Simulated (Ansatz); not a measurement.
Bi in Ansatz: the effect of functional

Bi:

```xyz
2
Lattice="3.2810 0.0000 0.0000 0.0000 3.2640 0.0000 -0.0815 0.0000 6.5287" Properties=species:S:1:pos:R:3 pbc="T T T"
Bi    1.7246    0.0000    4.8938
Bi    1.4749    0.0000    1.6349
```

This isn't the form of Bi at room conditions, which is rhombohedral.

The cell isn't the ideal one: volume scaled by 1.04.

Alike in all runs:

| Item | Value |
| --- | --- |
| Program | Ansatz 0.2.0 |
| Task | single point |
| Potentials or basis | Ansatz PAW |
| k mesh | 8 × 8 × 4 |
| Occupations | fermi-dirac, width 0.05 eV |
| Spin | no spin polarisation |

```csv
functional,cutoff,pressure (GPa),largest force (eV/Å)
LDA,420 eV (not typed: the program's choice for these potentials),-3.5,0.03
PBEsol,420 eV (not typed: the program's choice for these potentials),-2.3,0.02
r2SCAN,500 eV (not typed: the program's choice for these potentials),?,?
```

What does the run with functional r2SCAN give?

Pressure -0.9 GPa; largest force 0.03 eV/Å.

Caveats: the PAW data sets come from PBE, with cores solved anew for the run's functional, which leaves a small shift of forces and pressure.
